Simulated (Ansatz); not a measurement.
## Metal on semiconductor: Si/NiSi2

Is Si/NiSi2 a contact for electrons or for holes? The semiconductor is Si diamond(111), undoped, with its far face capped by hydrogen, and the metal is NiSi2 fluorite(111) turned by 180 degrees (type B), in direct contact. After relaxation the nearest pair at the metal is Si–Si at 2.36 Å, along the normal. The common net has a side of 3.868 Å, which strains the semiconductor by +0.0 % and the metal by +0.7 %, against typed lattice constants near PBE's. The first steps treat the bulk crystals alone.

Main program and level: Ansatz 0.2.0; PBE DFT, plane waves, PAW files, in the first sound run; inputs show where later runs differ.

Most raw output is cut from this account.

### 1. The structure

The structure is cubic, space group Fd-3m (No. 227). The conventional cell has a = 5.470 Å, b = 5.470 Å, c = 5.470 Å, α = 90.00°, β = 90.00°, γ = 90.00°. Si has 4 Si at 2.37 Å nearest.

### 2. Layer spacing of the electrode, 6 atoms

The electrode is held to the junction's net and relaxed along the normal; its spacing is used for the ideal lead layers.

File input.yaml:

```yaml
crystal:
  lattice:
    - [3.868, 0.0, 0.0]
    - [-1.934, 3.3497862618, 0.0]
    - [0.0, 0.0, 9.474102032]
  atoms:
    - { symbol: Si, position: [0.0, 0.0, 0.0] }
    - { symbol: Si, position: [0.0, 0.0, 0.25] }
    - { symbol: Si, position: [0.3333333333, 0.6666666667, 0.3333333333] }
    - { symbol: Si, position: [0.3333333333, 0.6666666667, 0.5833333333] }
    - { symbol: Si, position: [0.6666666667, 0.3333333333, 0.6666666667] }
    - { symbol: Si, position: [0.6666666667, 0.3333333333, 0.9166666667] }
kpoints:
  mp_grid: { grid: [12, 12, 3] }
scf:
  occupations: { method: fermi_dirac, width: 0.1 }
  max_iter: 150
hamiltonian:
  xc: pbe
relax:
  f_tol: 0.01
  max_steps: 40
  cell: { fix: [a, b, angles] }
```

Run with:

```
ansatz run input.yaml --threads 8 --pin off --max-ram 24576MiB --backend cpu --events-out ev --progress --plain --runs-dir out
```

Wall time 1.9 s (8 threads of Intel Xeon 6975P-C (Granite Rapids), shared host); peak memory 0.56 GiB; 11 s of CPU time.

Little changed from the start: no atom moved by 0.005 Å and no cell edge by 0.1 %.

This step gave:

| Item | Value |
| --- | --- |
| free energy | -3814.8612 eV |
| Fermi energy | 6.322 eV |
| pressure | 0.002930 GPa |

### 3. Layer spacing of the electrode, 9 atoms

System of this step: Si2Ni (NiSi2). Symmetry: R-3m, No. 166, trigonal system. Conventional cell: a = 3.868 Å, b = 3.868 Å, c = 9.356 Å, α = 90.00°, β = 90.00°, γ = 120.00°. Si has 4 Ni at 2.34 to 2.37 Å nearest. Nearest to Ni lie 8 Si at 2.34 to 2.37 Å. Farther neighbours are not listed.

input.yaml, the sections that differ from step 2:

```yaml
crystal:
  lattice:
    - [3.868, 0.0, 0.0]
    - [-1.934, 3.3497862618, 0.0]
    - [0.0, 0.0, 9.3563225771]
  atoms:
    - { symbol: Si, position: [0.0, 0.0, 0.0] }
    - { symbol: Ni, position: [0.6666666667, 0.3333333333, 0.0833333333] }
    - { symbol: Si, position: [0.3333333333, 0.6666666667, 0.1666666667] }
    - { symbol: Si, position: [0.6666666667, 0.3333333333, 0.3333333333] }
    - { symbol: Ni, position: [0.3333333333, 0.6666666667, 0.4166666667] }
    - { symbol: Si, position: [0.0, 0.0, 0.5] }
    - { symbol: Si, position: [0.3333333333, 0.6666666667, 0.6666666667] }
    - { symbol: Ni, position: [0.0, 0.0, 0.75] }
    - { symbol: Si, position: [0.6666666667, 0.3333333333, 0.8333333333] }
# kpoints, scf, hamiltonian, relax: as in step 2
```

Elapsed: 9.2 s, on 8 threads; peak memory 0.79 GiB; 60 s of CPU time.

This run has no spin polarisation, although Ni can carry a moment.

The steps of the relaxation:

| step | energy less that of the first step (eV) | largest force component (eV/Å) | pressure (GPa) | volume (Å³) |
| --- | --- | --- | --- | --- |
| 1 | 0.0000 | 0.0671 | -0.19 | 121.23 |
| 2 | -0.0061 | 0.0402 | -0.86 | 121.79 |
| 3 | -0.0081 | 0.0082 | -1.45 | 122.30 |
| 4 | -0.0081 | 0.0028 | -1.46 | 122.31 |
| 5* | -0.0084 | 0.0028 | -1.46 | 122.31 |

Relaxation steps marked * repeat the geometry before them on a plane-wave basis chosen anew for their cell, so energy and pressure can jump there.

The run keeps the 36 symmetry operations that it works with, so distortions that break them were not tested.

| conventional cell, symmetrised | before | after | change |
| --- | --- | --- | --- |
| a (Å) | 3.868 | 3.868 | -0.0 % |
| b (Å) | 3.868 | 3.868 | -0.0 % |
| c (Å) | 9.356 | 9.440 | +0.9 % |
| volume (Å³/atom) | 13.47 | 13.59 | +0.9 % |

Numbers from this step:

- free energy: -21337.2368 eV
- Fermi energy: 12.68 eV
- pressure: -1.461 GPa

The relaxation ends with a largest force component of 0.0028 eV/Å.

### 4. Relaxing the interfaces

System of this step: Si/NiSi2. The cell holds 18 atoms: 15 Si, 2 Ni and 1 H. Its edges and angles: a = 3.868 Å, b = 3.868 Å, c = 38.650 Å, α = 90.0°, β = 90.0°, γ = 120.0°. Vacuum lies along c.

The bonds at the contact set its dipole, and with it the barrier heights, so the interface is relaxed first in a short slab. The dipole correction removes the field between the unlike outer faces.

File input.yaml:

```yaml
crystal:
  lattice:
    - [3.868, 0.0, 0.0]
    - [-1.934, 3.3497862618, 0.0]
    - [0.0, 0.0, 38.6496207885]
  atoms:
    - { symbol: Si, position: [0.0, 0.0, 0.2069878006] }
    - { symbol: Si, position: [0.33333333, 0.66666667, 0.2274151291] }
    - { symbol: Si, position: [0.33333333, 0.66666667, 0.2886971148] }
    - { symbol: Si, position: [0.66666667, 0.33333333, 0.3091244434] }
    - { symbol: Si, position: [0.66666667, 0.33333333, 0.3704064291] }
    - { symbol: Si, position: [0.0, 0.0, 0.3908337576] }
    - { symbol: Si, position: [0.0, 0.0, 0.449566546] }
    - { symbol: Si, position: [0.33333333, 0.66666667, 0.4699938746] }
    - { symbol: Si, position: [0.33333333, 0.66666667, 0.5312758603] }
    - { symbol: Si, position: [0.66666667, 0.33333333, 0.5517031889] }
    - { symbol: Si, position: [0.66666667, 0.33333333, 0.6129851746] }
    - { symbol: Si, position: [0.0, 0.0, 0.6334125031] }
    - { symbol: Si, position: [0.0, 0.0, 0.6921452915] }
    - { symbol: Ni, position: [0.66666667, 0.33333333, 0.7123186731] }
    - { symbol: Si, position: [0.33333333, 0.66666667, 0.7324920547] }
    - { symbol: Si, position: [0.66666667, 0.33333333, 0.7728388178] }
    - { symbol: Ni, position: [0.33333333, 0.66666667, 0.7930121994] }
    - { symbol: H, position: [0.0, 0.0, 0.168177588] }
kpoints:
  mp_grid: { grid: [8, 8, 1] }
scf:
  occupations: { method: fermi_dirac, width: 0.1 }
  max_iter: 150
hamiltonian:
  xc: pbe
efield:
  axis: 3
  dipole_correction: true
relax:
  f_tol: 0.04
  max_steps: 60
output:
  forces: true
```

Elapsed: 16 s, on 8 threads; peak memory 1.6 GiB; 1.8 min of CPU time.

Relaxation path:

| step | energy less that of the first step (eV) | largest force component (eV/Å) |
| --- | --- | --- |
| 1 | 0.0000 | 1.0731 |
| 2 | -0.1983 | 0.5516 |
| 3 | -0.2482 | 0.3433 |
| 4 | -0.2601 | 0.0355 |
| 5 | -0.2601 | 0.0354 |

Forces are held to the 6 operations that the run works with; a distortion that breaks them can't arise in this run.

The atoms that moved most (Å):

| atom | dx | dy | dz | length |
| --- | --- | --- | --- | --- |
| Ni14 | 0.000 | 0.000 | 0.183 | 0.183 |
| Si16 | 0.000 | 0.000 | 0.169 | 0.169 |
| Si13 | 0.000 | 0.000 | 0.114 | 0.114 |
| Ni17 | 0.000 | 0.000 | -0.084 | 0.084 |
| Si3 | 0.000 | 0.000 | -0.078 | 0.078 |
| Si5 | 0.000 | 0.000 | -0.077 | 0.077 |
| Si4 | 0.000 | 0.000 | -0.076 | 0.076 |
| Si2 | 0.000 | 0.000 | -0.076 | 0.076 |

This step gave:

| Item | Value |
| --- | --- |
| free energy | -21232.5364 eV |
| Fermi energy | 2.918 eV |

The largest force component on a free atom ends at 0.035 eV/Å. At one or more of this run's solves the program warned of density in the dipole ramp over its bound, where dipole, forces and levels can be off.

### 5. T(E) from the semiconductor into the metal, atomic planes in the barrier 6, gap between the electrodes 11.83 Å

This step: PBE DFT, plane waves, PAW files; ballistic transmission by layer matching between semi-infinite leads (Ansatz 0.2.0).

System of this step: Si/NiSi2. The cell holds 53 atoms: 43 Si, 9 Ni and 1 H. Cell: a = 3.868 Å, b = 3.868 Å, c = 96.365 Å, α = 90.0°, β = 90.0°, γ = 120.0°. Regions: left electrode, 20 atoms (20 Si); barrier, 6 atoms (6 Si); right electrode, 26 atoms (17 Si and 9 Ni). Vacuum lies along c.

The semiconductor is one lead and the metal the other. The lead's open channels mark its band edges against the Fermi level.

File input.yaml:

```yaml
crystal:
  lattice:
    - [3.868, 0.0, 0.0]
    - [-1.934, 3.3497862618, 0.0]
    - [0.0, 0.0, 96.3648368713]
  atoms:
    - { symbol: Si, position: [0.66666667, 0.33333333, 0.1608470528] }
    - { symbol: Si, position: [0.0, 0.0, 0.1690399635] }
    - { symbol: Si, position: [0.0, 0.0, 0.1936186955] }
    - { symbol: Si, position: [0.33333333, 0.66666667, 0.2018116062] }
    - { symbol: Si, position: [0.33333333, 0.66666667, 0.2263903383] }
    - { symbol: Si, position: [0.66666667, 0.33333333, 0.234583249] }
    - { symbol: Si, position: [0.66666667, 0.33333333, 0.2591619811] }
    - { symbol: Si, position: [0.0, 0.0, 0.2673548918] }
[... 41 atom lines left out ...]
    - { symbol: Si, position: [0.0, 0.0, 0.8302404263] }
    - { symbol: Si, position: [0.33333333, 0.66666667, 0.8465438486] }
    - { symbol: Ni, position: [0.0, 0.0, 0.8547187911] }
    - { symbol: H, position: [0.66666667, 0.33333333, 0.1452812089] }
kpoints:
  mp_grid: { grid: [8, 8, 1] }
scf:
  occupations: { method: fermi_dirac, width: 0.1 }
  max_iter: 150
hamiltonian:
  xc: pbe
efield:
  axis: 3
  dipole_correction: true
output:
  transmission:
    kmesh: [12, 12]
    e_range: [-2.5, 2.5]
    de: 0.05
    leads: [[8, 10], [38, 41]]
  dos: { projected: true, e_range: [-6, 5], de: 0.05 }
  write_potential: true
  write_density: true
  volumetric_format: npy
  elf: true
```

Run time: 2.1 min. Hardware: 8 threads; peak memory 9.8 GiB; 15 min of CPU time.

This step gave:

```yaml
free_energy: -79920.7193 eV
fermi_energy: 5.018 eV
level_to_which_the_leads_are_filled: 0 eV from the Fermi level
transmission_at_the_fermi_level_a_spin_zone_mean: 0
channels_of_the_lower_lead: 0
channels_of_the_upper_lead: 1.076
potential_step_in_the_lower_lead: 9.8 meV
potential_step_in_the_upper_lead: 7.5 meV
work_function_upper_face: 4.068 eV
work_function_lower_face: 4.367 eV
dipole_moment: 0.02144 e·Å
dipole_field: 0.003107 V/Å
```

One spin. The transmission, zone mean by energy, zero at the Fermi level:

| energy (eV) | transmission, zone mean |
| --- | --- |
| -2.50 | 0.822 |
| -2.35 | 0.803 |
| -2.25 | 0.787 |
| -2.15 | 0.835 |
| -2.10 | 0.818 |
| -1.95 | 0.834 |
| -1.80 | 0.710 |
| -1.70 | 0.756 |
| -1.55 | 0.617 |
| -1.40 | 0.483 |
| -1.30 | 0.450 |
| -1.15 | 0.367 |
| -1.00 | 0.346 |
| -0.90 | 0.206 |
| -0.75 | 0.181 |
| -0.60 | 0.132 |
| -0.45 | 0.0621 |
| -0.35 | 0.0336 |
| -0.20 | 0 |
| -0.05 | 0 |
| 0.00 | 0 |
| 0.05 | 0 |
| 0.20 | 0 |
| 0.35 | 0 |
| 0.45 | 0.00248 |
| 0.60 | 0.0144 |
| 0.75 | 0.0302 |
| 0.90 | 0.0612 |
| 1.00 | 0.0987 |
| 1.15 | 0.224 |
| 1.30 | 0.319 |
| 1.40 | 0.418 |
| 1.45 | 0.467 |
| 1.55 | 0.388 |
| 1.70 | 0.265 |
| 1.80 | 0.220 |
| 1.95 | 0.456 |
| 2.10 | 0.906 |
| 2.25 | 1.23 |
| 2.30 | 1.25 |
| 2.35 | 1.22 |
| 2.50 | 1.19 |

One spin. The open channels, zone mean by energy, zero at the Fermi level:

| energy (eV) | lower lead | upper lead |
| --- | --- | --- |
| -2.50 | 1.63 | 1.67 |
| -2.35 | 1.76 | 1.67 |
| -2.25 | 1.72 | 1.76 |
| -2.10 | 1.55 | 1.80 |
| -1.95 | 1.59 | 1.84 |
| -1.80 | 1.47 | 1.84 |
| -1.70 | 1.30 | 1.92 |
| -1.55 | 1.30 | 1.67 |
| -1.40 | 1.02 | 1.51 |
| -1.30 | 0.854 | 1.40 |
| -1.15 | 0.604 | 1.40 |
| -1.00 | 0.562 | 1.02 |
| -0.90 | 0.354 | 1.02 |
| -0.75 | 0.312 | 0.979 |
| -0.60 | 0.188 | 0.854 |
| -0.45 | 0.146 | 0.681 |
| -0.35 | 0.0625 | 0.701 |
| -0.20 | 0 | 0.993 |
| -0.05 | 0 | 1.03 |
| 0.00 | 0 | 1.08 |
| 0.05 | 0 | 1.16 |
| 0.20 | 0 | 1.16 |
| 0.35 | 0 | 1.41 |
| 0.45 | 0.0417 | 1.37 |
| 0.60 | 0.208 | 1.59 |
| 0.75 | 0.333 | 1.76 |
| 0.90 | 0.5 | 1.92 |
| 1.00 | 0.583 | 2.01 |
| 1.15 | 0.75 | 2.01 |
| 1.30 | 0.986 | 1.67 |
| 1.40 | 1.07 | 1.59 |
| 1.55 | 1.36 | 1.07 |
| 1.70 | 1.61 | 0.694 |
| 1.80 | 1.99 | 0.562 |
| 1.95 | 1.99 | 0.993 |
| 2.10 | 2.15 | 2.45 |
| 2.25 | 2.28 | 2.95 |
| 2.35 | 2.16 | 2.92 |
| 2.50 | 2.03 | 2.92 |

Projected DOS an atom over height of the atomic layer and energy from the Fermi level. Layers: H Si Si Si Si Si Si Si Si Si Si Si Si Si Si Si Si Si Si Si Si Si Si Si Si Si Si Si Ni Si Si Ni Si Si Ni Si Si Ni Si Si Ni Si Si Ni Si Si Ni Si Si Ni Si Si Ni; projections on atoms miss part of the total, and the computed bands can run out at the top of the range; a column is the mean of 4 neighbouring layers, the last of those left over.

Ten even steps from '_' (0.00 states/eV) to '@' (6.33 states/eV), each cell a mean:
```
____________________________
____________________________
____________________________
__..........________________
____________________________
____________________________
____________________________
____________________________
____________________________
____________________________
__________________________..
__________________________::
__________________________++
__..______..__..__________@@
__..........__..__....____==
__..........__--....::....::
______________--::::==::::__
______________............__
______________............__
______________......::....__
____________________________
____________________________
```
Columns: height of the atomic layer (Å) from 16.1 to 82.4 (not evenly spaced); rows upwards: energy from the Fermi level (eV) from -6 to 5.

Electrostatic potential energy in the ca plane at fractional y = 0.333, with atoms of Si and Ni and H within 0.2 Å of it. With pseudopotentials it is smooth inside the atoms' cores, unlike the true potential.

Ten even steps from '0' (-33 eV) to '9' (9 eV), each cell a mean:
```
99999999999999999999998777889999999999999887
99999999999999999999887311589999999999999852
99999999999999999997245000179999999999999720
99999999999999999996144000179999999999999720
99999999999999999999887201489999999999999851
99999999999999999999998766889999999999999886
99999999999999999999999988889999888889999888
99999999999999999999999998888999877788998888
99999999999999999999999998888998877788998888
99999999999999999999999988889999888889999888
```
Columns run along c (16.0 Å, from fractional 0.07 to 0.24 of the cell; values clipped at the 3rd and 97th percentile), rows up along a (3.9 Å). Atoms in or near the plane, at fractional coordinates: Si at (0.16, 0.67), Si at (0.23, 0.67), H at (0.15, 0.67).

ELF in the ca plane at fractional y = 0.333, with atoms of Si and Ni and H within 0.2 Å of it. It is the smooth field of the valence electrons, not physical close to the nuclei.

Ten even steps from '0' (0.02) to '9' (0.94), each cell a mean:
```
11368986555578874112443223455666543222345666
00367755788656774101222222366456631000146654
00244334899633453001213553375323520000135333
00244234899633353001213553375323420000134333
00267645798645763101222332366346631000136644
01368986565678874112332223455666542112346776
22368875322468874223455555443444455444554454
33346653100246654333466765322233456666654322
43445652000245654334456765322223456666654322
22357874211368864223456555433444455445554444
```
Columns run along c (16.0 Å, from fractional 0.51 to 0.67 of the cell), rows up along a (3.9 Å). Atoms in or near the plane, at fractional coordinates: Si at (0.53, 0.67), Si at (0.55, 0.67), Ni at (0.60, 0.67), Si at (0.62, 0.67), Si at (0.67, 0.67).

Valence density in the ca plane at fractional y = 0.333, with atoms of Si and Ni and H within 0.2 Å of it. It is the smooth field of the valence electrons, not physical close to the nuclei.

Values in units of 1e-1 e/Å³, 6 rows by 16 columns, each cell a mean:
```
0.0 0.0 0.0 0.0 0.0 0.0 0.2 1.5 2.7 3.7 1.1 0.7 1.3 0.8 0.9 3.4
0.0 0.0 0.0 0.0 0.0 0.0 0.6 8.3 4.0 2.6 1.0 0.3 0.4 0.3 0.8 2.7
0.0 0.0 0.0 0.0 0.0 0.0 0.5 5.7 3.8 3.1 1.0 0.3 0.6 0.4 0.8 3.1
0.0 0.0 0.0 0.0 0.0 0.0 0.1 0.8 2.1 3.4 1.2 0.9 2.0 1.1 1.0 3.2
0.0 0.0 0.0 0.0 0.0 0.0 0.0 0.2 0.9 2.3 1.4 1.9 4.5 2.2 1.3 2.2
0.0 0.0 0.0 0.0 0.0 0.0 0.0 0.2 1.1 2.5 1.3 1.7 3.9 1.9 1.2 2.4
```
Columns run along c (16.0 Å, from fractional 0.07 to 0.24 of the cell), rows up along a (3.9 Å). Atoms in or near the plane, at fractional coordinates: Si at (0.16, 0.67), Si at (0.23, 0.67), H at (0.15, 0.67).

The semiconductor's channels close between -0.30 and +0.40 eV. In the worse lead the potential repeats within 9.8 meV, which the program lets pass.

(Part 1 of 2 ends here.)

[Logs are printed without paths, hosts, clocks, repeated set-up lines and the standing remarks that a program may print on its own settings, such as how far it seeks lower states.]

[Hosts, paths, dates, database ids (printed as entryN), source tags and the programs' standing remarks are cut or masked in the printed files.]
